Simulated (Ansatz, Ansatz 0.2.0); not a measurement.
# LaAl₂ lattice constant: mesh and cutoff tests with PBEsol, compared with r2SCAN and LDA

## Experiment

The reference is the cubic cell edge of the Laves phase LaAl₂, a = 8.153 Å, taken from a printed reference work on crystal structures of metal nitrides and aluminides (original work of 1965). It is a compiled value; neither the method of measurement nor the temperature is given with it. I take it to be a room-temperature X-ray value from a polycrystalline sample, which is the usual origin of such an entry, but that is my assumption. On that reading it contains thermal expansion and zero-point motion, both absent from a static relaxation. The cell volume is not compared here, since in a cubic crystal it carries the same information as the edge.

| compared with | measured | source's wording or label | method |
| --- | --- | --- | --- |
| a (Å) | 8.153 | cubic cell edge | compiled value, method not stated |

Conditions are those given with the value in the passage it was taken from; "not stated" means there, and the paper may say more elsewhere. The values are a selection: others may have been left out beforehand as unlike or outlying.

## Plan

The aim is to find the lightest settings that give a reliable lattice constant for LaAl₂, a nonmagnetic metal with an empty 4f shell. The model is the primitive cell of six atoms, with cell and atoms relaxed in the cubic space group. The starting cell, a = 8.129 Å, comes from earlier theory and serves only as a starting point.

PBEsol is the working level: it was designed for equilibrium structures of solids, and a semilocal functional is cheap enough for repeated relaxations of a metal. Success means a within 0.5 % of the measured edge, about 0.04 Å. That is a demanding but realistic target for a good semilocal functional, and it leaves room for the missing thermal and zero-point expansion, which I put at roughly 0.3 % together for a metal of this kind at room temperature.

For the numerical settings I ask for more: a saving is accepted if it moves a by no more than 0.1 %, about 0.008 Å, so that it uses up only a small part of the target. The k mesh is varied first at fixed cutoff, then the cutoff at fixed mesh. Other functionals follow at the end, to set the numerical error against the error of the theory.

Plain PBE isn't shown in this study.

System: LaAl2 (lanthanum dialuminide), cubic Laves, Cu2Mg type; Fd-3m (No. 227), 6 atoms in the primitive cell; the database structure is a structure relaxed by earlier theory, not a measurement: a = 8.129 Å; structure from the Materials Project.

On the selection of runs and values: Further runs on this system are not shown.

## 1. The k mesh at the default cutoff

In a metal the sampling of the Fermi surface is the setting most likely to be too coarse, so it comes first. I relax the cell with PBEsol on 4×4×4, 6×6×6 and 10×10×10 meshes, keeping the default cutoff of 420 eV and the Gaussian smearing of 0.1 eV. I expect 6×6×6 to agree with the densest mesh within the tolerance; 4×4×4 is the doubtful one.

**Run 1.** Ansatz 0.2.0: PBEsol, cell and atoms relaxed from the database structure, PAW set soft_2, cutoff 420 eV (default), 4x4x4 k mesh, Gaussian smearing 0.1 eV.

Key lines of the input:
```
crystal:
  # lattice and atoms
kpoints:
  mp_grid: { grid: [4, 4, 4] }
hamiltonian:
  xc: pbesol
scf:
  occupations: { method: gaussian, width: 0.1 }
output:
  forces: true
  stress: true
relax:
  adjacent_minimum: "off"
  f_tol: 0.005
  max_steps: 60
  cell: { stress_tol: 0.03 }
```

Command:
```
ansatz run input.yaml --threads 4 --pin off --max-ram 16384MiB --backend cpu --events-out ev --progress --plain --runs-dir out
```

Selected lines of the output:
```
Basis set: ecut = 420 eV, 2637 PW (Γ) [...]
k-points: 8 of 64
```

Converged; 4.2 s on 4 cores of Arm Neoverse V1, shared host.

**Run 2.** Ansatz 0.2.0: PBEsol, cell and atoms relaxed from the database structure, PAW set soft_2, cutoff 420 eV (default), 6x6x6 k mesh, Gaussian smearing 0.1 eV.

Key lines of the input, as changed from run 1:
```diff
  kpoints:
-   mp_grid: { grid: [4, 4, 4] }
+   mp_grid: { grid: [6, 6, 6] }
```

Selected lines of the output:
```
Basis set: ecut = 420 eV, 2637 PW (Γ) [...]
k-points: 16 of 216
```

Converged; took 5.8 s.

**Run 3.** Ansatz 0.2.0: PBEsol, cell and atoms relaxed from the database structure, PAW set soft_2, cutoff 420 eV (default), 10x10x10 k mesh, Gaussian smearing 0.1 eV.

Key lines of the input, as changed from run 1:
```diff
  kpoints:
-   mp_grid: { grid: [4, 4, 4] }
+   mp_grid: { grid: [10, 10, 10] }
```

Command:
```
ansatz run input.yaml --threads 8 --pin off --max-ram 16384MiB --backend cpu --events-out ev --progress --plain --runs-dir out
```

Selected lines of the output:
```
Basis set: ecut = 420 eV, 2637 PW (Γ) [...]
k-points: 47 of 1000
```

Converged; 14 s on 8 cores of Arm Neoverse N1, shared host.

| quantity | run 1 | run 2 | run 3 | measured |
| --- | --- | --- | --- | --- |
| a (Å) | 8.063 | 8.060 | 8.059 | 8.153 |
| conventional cell volume (Å³) | 524.14 | 523.57 | 523.46 |  |

The mesh matters less than I feared. From 4×4×4 to 10×10×10 the lattice constant changes by 0.004 Å, and from 6×6×6 by only 0.001 Å, so even the coarsest mesh stays within the 0.008 Å allowed for a saving. It needs 8 irreducible k points instead of 47. Between the two coarser meshes the times are too close to matter, both relaxations taking a few seconds.

The comparison with experiment is less comfortable. On the densest mesh PBEsol gives 8.059 Å, which is 0.094 Å or 1.1 % below the measured edge and a clear miss of the 0.5 % target. Thermal and zero-point expansion would lengthen the computed edge, but the rough 0.3 % allowed for them covers only about a quarter of the gap. Sampling is ruled out as the cause; the basis and the potentials are not yet.

## 2. Cutoff and a change of potentials

I keep PBEsol and the 6×6×6 mesh and relax the cell at 290 and 590 eV, on either side of the default. The higher cutoff tests whether 420 eV is enough, the lower one whether anything can be saved; I expect little change upwards and a visible shift downwards. A third relaxation replaces the PAW set with PseudoDojo norm-conserving pseudopotentials at their own default cutoff. It tests whether the short lattice constant belongs to PBEsol or to the PAW potentials, and it should be the most expensive of the three.

**Run 4.** Ansatz 0.2.0: PBEsol, cell and atoms relaxed from the database structure, PAW set soft_2, cutoff 290 eV, 6x6x6 k mesh, Gaussian smearing 0.1 eV.

Key lines of the input, as changed from run 2:
```diff
+ basis:
+   ecutwfc: 290.0
```

Selected lines of the output:
```
Basis set: ecut = 290 eV, 1459 PW (Γ) [...]
```

Converged; 4.3 s on 4 cores of Arm Neoverse V1, shared host. Warnings: cutoff_below_recommended (in short: A typed cutoff is below a recommended value, from the records, the datasets' recipe or DFPT's needs, possibly lowering the density cutoff; compare with a higher-cutoff run).

**Run 5.** Ansatz 0.2.0: PBEsol, cell and atoms relaxed from the database structure, PAW set soft_2, cutoff 590 eV, 6x6x6 k mesh, Gaussian smearing 0.1 eV.

Key lines of the input, as changed from run 2:
```diff
+ basis:
+   ecutwfc: 590.0
```

Selected lines of the output:
```
Basis set: ecut = 590 eV, 4279 PW (Γ) [...]
```

Converged; 8.7 s on 8 cores of Arm Neoverse N1, shared host.

**Run 6.** Ansatz 0.2.0: PBEsol, PseudoDojo norm-conserving pseudopotentials, cell and atoms relaxed from the database structure, cutoff 1497 eV (default), 6x6x6 k mesh, Gaussian smearing 0.1 eV.

Key lines of the input, as changed from run 2:
```diff
  hamiltonian:
+   pseudopotentials: { kind: nc, accuracy: standard }
```

Selected lines of the output:
```
Basis set: ecut = 1496.626244 eV, 17153 PW (Γ) [...]
```

Converged; took 63 s.

| quantity | run 4 | run 5 | run 6 | measured |
| --- | --- | --- | --- | --- |
| a (Å) | 8.068 | 8.059 | 8.055 | 8.153 |
| conventional cell volume (Å³) | 525.14 | 523.47 | 522.69 |  |

The default cutoff is enough: going from 420 to 590 eV shortens the lattice constant by only 0.001 Å. At 290 eV the edge is 0.009 Å longer than at 590 eV, just over the 0.008 Å tolerance. The program warns that this cutoff is below the recommended value and asks for a comparison with a higher one; that comparison speaks against using it. The smaller basis saves only a second or two per relaxation, which is no reason to accept the shift, even though it happens to go towards experiment.

The norm-conserving pseudopotentials give 8.055 Å, 0.005 Å below the PAW result at the same mesh and default cutoff. Two different sets of potentials thus agree to better than 0.1 %, and the change widens the gap to experiment slightly. The relaxation took 63 s, against 8.7 s for the PAW one at 590 eV, so this is a useful cross-check but a poor choice for routine work. Neither the mesh, the cutoff nor the PAW set accounts for a miss of more than 1 %, which leaves the functional or the reference value.

## 3. Other functionals for scale

I relax the cell with r2SCAN and with LDA on the 6×6×6 mesh, each at its default cutoff, to see how far the choice of functional moves the lattice constant. LDA usually binds too strongly and should give a still shorter edge; r2SCAN I expect to come out longer than PBEsol and nearer to the measured value. Because a mesh test counts only for the functional it was made with, r2SCAN is also relaxed on the 4×4×4 mesh.

**Run 7.** Ansatz 0.2.0: r2SCAN, cell and atoms relaxed from the database structure, PAW set soft_2, cutoff 500 eV (default), 6x6x6 k mesh, Gaussian smearing 0.1 eV.

Key lines of the input, as changed from run 2:
```diff
  hamiltonian:
-   xc: pbesol
+   xc: r2scan
```

Selected lines of the output:
```
Basis set: ecut = 500 eV, 3479 PW (Γ) [...]
k-points: 16 of 216
relax step   4: F+E_penalty+E_count = -14694.25451054 eV  [...]  max|allowed force component| = 1.966e-17 eV/Å  [...]  P = -0.000 GPa  Ω = 134.454 Å³  [...]
```

Converged; 10 s on 4 cores of Arm Neoverse V1, shared host.

**Run 8.** Ansatz 0.2.0: r2SCAN, cell and atoms relaxed from the database structure, PAW set soft_2, cutoff 500 eV (default), 4x4x4 k mesh, Gaussian smearing 0.1 eV.

Key lines of the input, as changed from run 1:
```diff
  hamiltonian:
-   xc: pbesol
+   xc: r2scan
```

Selected lines of the output:
```
Basis set: ecut = 500 eV, 3479 PW (Γ) [...]
k-points: 8 of 64
relax step   4: F+E_penalty+E_count = -14694.26372978 eV  [...]  max|allowed force component| = 1.927e-17 eV/Å  [...]  P = -0.001 GPa  Ω = 134.773 Å³  [...]
```

Converged; took 6.7 s.

**Run 9.** Ansatz 0.2.0: LDA, cell and atoms relaxed from the database structure, PAW set soft_2, cutoff 420 eV (default), 6x6x6 k mesh, Gaussian smearing 0.1 eV.

Key lines of the input, as changed from run 2:
```diff
  hamiltonian:
-   xc: pbesol
+   xc: lda
```

Selected lines of the output:
```
relax step   5: F+E_penalty+E_count = -14206.81582730 eV  [...]  max|allowed force component| = 3.180e-17 eV/Å  [...]  P = -0.023 GPa  Ω = 127.641 Å³  [...]
```

Converged; took 5.1 s.

| quantity | run 7 | run 8 | run 9 | measured |
| --- | --- | --- | --- | --- |
| a (Å) | 8.132 | 8.139 | 7.993 | 8.153 |
| conventional cell volume (Å³) | 537.82 | 539.09 | 510.57 |  |

r2SCAN on the 6×6×6 mesh gives 8.132 Å, 0.021 Å or 0.3 % below the measured edge and inside the 0.5 % target. LDA gives 7.993 Å, 2.0 % too short and the largest miss of the three functionals. Both shifts from PBEsol have the sign I expected, and each is about 0.07 Å, many times larger than any change of mesh, cutoff or potentials seen with PBEsol.

The coarser mesh costs r2SCAN more accuracy than it did PBEsol. Going from 6×6×6 to 4×4×4 lengthens the edge by 0.007 Å, compared with 0.003 Å for PBEsol. That is still within the 0.008 Å tolerance, but only just, and the slightly better agreement with experiment on the coarser mesh is a sampling error that happens to help. I would therefore keep 6×6×6 for r2SCAN. A denser mesh for this functional is not shown in this report; to turn the pass into a miss it would have to shorten the edge by a further 0.02 Å, about three times the change between the two meshes used here.

## Summary of runs

| run | settings | a (Å) | deviation | cost |
| --- | --- | --- | --- | --- |
| 1 | PBEsol, PAW set soft_2, cutoff 420 eV (default), 4x4x4 k mesh | 8.063 | −0.090 (−1.1 %) | under 1 core-min |
| 2 | PBEsol, PAW set soft_2, cutoff 420 eV (default), 6x6x6 k mesh | 8.060 | −0.093 (−1.1 %) | under 1 core-min |
| 3 | PBEsol, PAW set soft_2, cutoff 420 eV (default), 10x10x10 k mesh | 8.059 | −0.094 (−1.1 %) | 1.8 core-min |
| 4 | PBEsol, PAW set soft_2, cutoff 290 eV, 6x6x6 k mesh | 8.068 | −0.085 (−1.0 %) | under 1 core-min |
| 5 | PBEsol, PAW set soft_2, cutoff 590 eV, 6x6x6 k mesh | 8.059 | −0.094 (−1.1 %) | 70 core-s |
| 6 | PBEsol, PseudoDojo norm-conserving pseudopotentials, cutoff 1497 eV (default), 6x6x6 k mesh | 8.055 | −0.098 (−1.2 %) | 8.4 core-min |
| 7 | r2SCAN, PAW set soft_2, cutoff 500 eV (default), 6x6x6 k mesh | 8.132 | −0.021 (−0.3 %) | under 1 core-min |
| 8 | r2SCAN, PAW set soft_2, cutoff 500 eV (default), 4x4x4 k mesh | 8.139 | −0.014 (−0.2 %) | under 1 core-min |
| 9 | LDA, PAW set soft_2, cutoff 420 eV (default), 6x6x6 k mesh | 7.993 | −0.160 (−2.0 %) | under 1 core-min |
|  | measured | 8.153 |  |  |

Further runs on the same system, made beside this series (convergence steps with loose settings among them):

| further | settings | a (Å) | deviation | cost |
| --- | --- | --- | --- | --- |
| F1 | r2SCAN+rVV10, PAW set soft_2, cutoff 500 eV (default), 6x6x6 k mesh | 8.109 | −0.044 (−0.5 %) | 65 core-s |
| F2 | PBEsol+D3(BJ), PAW set soft_2, cutoff 420 eV (default), 6x6x6 k mesh | 7.945 | −0.208 (−2.5 %) | under 1 core-min |
| F3 | BLYP, PAW set soft_2, cutoff 420 eV (default), 6x6x6 k mesh | 8.288 | +0.135 (+1.7 %) | under 1 core-min |
| F4 | BLYP+D3(BJ), PAW set soft_2, cutoff 420 eV (default), 6x6x6 k mesh | 8.008 | −0.145 (−1.8 %) | under 1 core-min |
|  | measured | 8.153 |  |  |

## Verdict

PBEsol, the working level of this note, misses the 0.5 % target: its lattice constant is about 1.1 % too short. r2SCAN on the 6×6×6 mesh meets it at 8.132 Å, 0.3 % short, and costs less than one core-minute.

**Recommended settings:** for the lattice constant of LaAl₂, use r2SCAN with the PAW set, 500 eV and 6×6×6. If PBEsol is needed for consistency with other work, 420 eV and 4×4×4 are enough. Going down to 290 eV saves next to nothing and shifts the edge by slightly more than the tolerance; its smaller deviation from experiment is chance.

The mesh, cutoff and potential tests each moved the PBEsol edge by about 0.1 % or less, so the functional is the most likely main cause of the miss, though a single compiled reference value cannot prove it. The norm-conserving check was worth its 8.4 core-minutes once, but not for routine use.

Thermal and zero-point expansion, roughly 0.3 % if the reference is a room-temperature value, is about the size of the r2SCAN gap but would leave PBEsol well short. Dispersion terms shorten the cell in every pair compared. D3(BJ) takes PBEsol to 2.5 % below experiment, and rVV10 turns the r2SCAN pass into a narrow miss, which the rough allowance for thermal and zero-point expansion would bring back inside the target. Pairwise corrections such as D3 neglect much of the screening in a metal, which probably explains part of the overbinding.

Cutoff and potential tests for r2SCAN are not shown in this report. The temperature behind the single compiled reference value also remains open.

[Logs are printed without paths, hosts, clocks, repeated set-up lines and the standing remarks that a program may print on its own settings, such as how far it seeks lower states.]

[The runs shown are a pick from a larger set of finished runs; failed, doubtful and other runs were left out of it ahead of writing. So were measured values far from every level or from commonly accepted values, and agreement can look better than it is. Lines of input and output are excerpts and may be shortened.]
